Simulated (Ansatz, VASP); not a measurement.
## Br in VASP and in Ansatz

```xyz
1
Lattice="-1.4235 1.4235 3.5775 1.4235 -1.4235 3.5775 1.4235 1.4235 -3.5775" Properties=species:S:1:pos:R:3 pbc="T T T"
Br    0.0000    0.0000    0.0000
```

Alike in both runs: task single point; functional PBEsol; k mesh 10 × 10 × 10; occupations fermi-dirac, width 0.05 eV; non-collinear spin, spin-orbit coupling.

```csv
,VASP,Ansatz
version,VASP 6.6.1,Ansatz 0.2.0
potentials or method,"VASP PAW PBE potentials, release 64 (Br), cutoff 520 eV","all-electron LAPW, relativistic spinors"
```

Ansatz gave:

* gap on the k mesh at the Fermi level (eV): none
* pressure (GPa): -0.9
* largest component of the traceless stress (GPa): 1.08
* net moment per atom (μB): 0.00

Problem. What did VASP give for the same quantities?

Solution. gap on the k mesh at the Fermi level (eV): none; pressure (GPa): -0.9; largest component of the traceless stress (GPa): 1.07; net moment per atom (μB): 0.00.

A gap of «none» marks a metal or a gap that the smearing closes. Ansatz ran all-electron here, so the differences hold the error of VASP's frozen core and of both bases.

Caveats: the PAW data sets were made with another functional, which shifts forces and pressure a little (VASP); the k mesh is thin for a metal, which can move the energy by tens of meV per atom (Ansatz); the starting moments weren't kept (Ansatz).
